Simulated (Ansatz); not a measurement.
**Phonons of GaAs (F-43m)**

```
Ga As
1.0
     0.00000    2.82920    2.82920
     2.82920    0.00000    2.82920
     2.82920    2.82920    0.00000
Ga As
1 1
Direct
  0.00000 0.00000 0.00000
  0.75000 0.75000 0.75000
```

Conventional cell: a = 5.658 Å, b = 5.658 Å, c = 5.658 Å, α = 90.00°, β = 90.00°, γ = 90.00°. Ga (atom 1) is surrounded by 4 As at 2.45 Å. As (atom 2) has 4 Ga at 2.45 Å as nearest neighbours.

Unless marked otherwise, the numbers come from PBEsol, all-electron LAPW in Ansatz 0.2.0, scalar-relativistic. k mesh 8×8×8, fixed occupations, basis error target 1 meV/atom. The cell was relaxed by PAW under this functional.

Atoms are displaced by 0.01 Å in the smallest supercells that hold the wave vectors of a 2×2×2 mesh. Negative values stand for unstable modes. The zone centre has no LO-TO term.

(1) What are the phonon energies at the solved wave vectors, in THz?

(2) Is the structure dynamically stable at these wave vectors?

(3) How do the optical zone-centre modes decompose, and which are active?

(4) How well do frozen-core PAW files reproduce these all-electron values?

(5) The cell is scaled evenly to 44.613 and 45.971 Å³ (from 45.292), with free atoms relaxed and the shape held. What are the mode Grüneisen parameters γ = −d ln ω/d ln V?

(6) Linear response on PAW files adds the field. What are the dielectric tensor, the Born charges and the LO shift?

## Answers

(1) 

```csv
q,point,modes (THz)
0.000 0.000 0.000,Gamma,7.88 (×3)
0.500 0.000 0.000,L,"1.74 (×2), 6.05, 6.92, 7.65 (×2)"
0.500 0.500 0.000,X,"2.19 (×2), 6.46, 6.94, 7.41 (×2)"
```

(2) Yes, no mode is unstable there; wave vectors off this mesh aren't tested.

(3) Point group -43m: Γ_opt = T2.

```json
{"label": "T2", "THz": "7.88", "activity": "IR and Raman", "mostly": "Ga (52 %)"}
```

(4) With a cutoff of 420 eV and displacements of 0.0025 Å, the r.m.s. difference over the modes is 0.1 cm⁻¹; the largest difference is 247.1 (PAW) against 247.0 cm⁻¹ (LAPW).

(5) For the highest mode, 267.6 cm⁻¹ in the small cell and 258.0 in the large one give γ ≈ 1.22. From the change of the dynamical matrix on each mode:

| point | cm⁻¹ | γ |
| --- | --- | --- |
| Gamma | 262.8 | 1.22 |
| L | 57.9 | -1.35 |
| L | 201.8 | 0.55 |
| L | 230.9 | 1.67 |
| L | 255.3 | 1.45 |
| X | 73.1 | -1.46 |
| X | 215.4 | 1.23 |
| X | 231.6 | 1.04 |
| X | 247.0 | 1.68 |

Weighted by the modes' heat capacities at 300 K, the mean on this mesh is 0.41; it moves with the q mesh, and a coarse one overweights the zone boundary. Rows under −0.05 (2 here) are modes that soften under compression and pull towards negative thermal expansion.

(6) ε∞ = (14.26, 14.26, 14.26) along x, y, z with local fields. Born charges (xx, yy, zz): Ga1 (2.12, 2.12, 2.12); As2 (-2.12, -2.12, -2.12). The highest zone-centre mode lies at 262.8 cm⁻¹ without the macroscopic field and at 280.2 cm⁻¹ with it, for q along x. Lyddane-Sachs-Teller then gives ε₀ = ε∞ (ω_LO/ω_TO)² = 16.21. With the ions free to follow the field, the program's ε₀ is (16.20, 16.20, 16.20).

Limits of these numbers: the frozen-core PAW files of the compared runs were fitted under PBE, their cores solved anew for this functional; field response not resolved by the mesh; semilocal gaps are low, and ε∞ tends to come out large.
